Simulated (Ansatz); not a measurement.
Os (bcc)

Method: PBE with spin–orbit coupling; two-component spinors; PAW, 420 eV, 18×18×18 k-mesh, Gaussian smearing of 0.05 eV; code Ansatz; PAW files: Ansatz's generated set soft_2.

```
CELL_PARAMETERS angstrom
-1.54704 1.54704 1.54704
1.54704 -1.54704 1.54704
1.54704 1.54704 -1.54704
ATOMIC_POSITIONS crystal
Os 0.00000 0.00000 0.00000
```

At room temperature and ambient pressure Os is hcp.

The cell is relaxed to zero pressure at this level.

Path: Γ–H–N–Γ–P–H | P–N, with Γ = (0.000, 0.000, 0.000), H = (0.500, -0.500, 0.500), N = (0.000, 0.000, 0.500), P = (0.250, 0.250, 0.250) in reciprocal vectors of the calculation's cell.

Task: Is it a metal or an insulator, and if it has a gap, where are the band edges on this path?

Result: A metal: bands cross the Fermi level.

Bands as a text map, energy in eV from the Fermi level (dashes), each leg drawn with the same width:
```
  2.86 |          **   ***   *                            *           
  2.57 |         *  ***   *                              *            
  2.29 |                      *                                       
  2.00 |          **                                    ***           
  1.71 |      * ** *                                    *             
  1.43 |         *         *   *           *           * *            
  1.14 |    **      *                                  *              
  0.86 |   *   *                              ** **  **     ****      
  0.57 |        *   *       *** *            * *** **      ***  ******
  0.29 |  *          *         * **       * ***   *  *        ***     
  0.00 |**----*-*---------------*--*******-**------**------------**---
 -0.29 | *                 *****    *   ****            *          ***
 -0.57 |       *     *          ****                                * 
 -0.86 |  *  *        *   *  *   *                                    
 -1.14 |       *           *                                       *  
 -1.43 |    * *        * *               *                        *   
 -1.71 |   *          * *     *   *                                   
 -2.00 |                                                         *    
 -2.29 |   * **           *        *    *              *              
 -2.57 |  * *                       *                           *     
 -2.86 |**   *         *       *     ***                              
 -3.14 |   **                                                  *      
 -3.43 |*****            *      *  *****                              
 -3.71 |                *        ** ** **             *       *       
 -4.00 |                          **     *                   *        
 -4.29 |     *          **                *    * ***        *         
 -4.57 |                         *         *  * **  *      **         
 -4.86 |                  *    **          ******    *     ***        
        Γ         H         N         Γ         P         HP         N
```
